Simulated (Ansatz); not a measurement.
Pt:

```xyz
1
Lattice="0.0000 1.9609 1.9609 1.9609 0.0000 1.9609 1.9609 1.9609 0.0000" Properties=species:S:1:pos:R:3 pbc="T T T"
Pt    0.0000    0.0000    0.0000
```

Base run:

- Program: Ansatz 0.2.0
- Functional: PBEsol
- Potentials or basis: Ansatz PAW
- Cutoff: 420 eV (not typed: the program's choice for these potentials)
- k mesh: 12 × 12 × 12
- Occupations: fermi-dirac, width 0.05 eV
- Spin: no spin polarisation

Its results: band gap on the k mesh none (metal or under the smearing width); pressure -0.6 GPa.

**Question.** The run is repeated on the same cell with these changes: functional from PBEsol to PBE; occupations from fermi-dirac, width 0.05 eV to gaussian, width 0.011 eV. What comes out?

**Answer.** Band gap on the k mesh none (metal or under the smearing width); pressure 10.2 GPa.

Caveats: spin-orbit coupling is left out, which moves the levels of the heavy elements (some runs); the PAW data sets come from PBE, with cores solved anew for the run's functional, which leaves a small shift of forces and pressure (some runs).
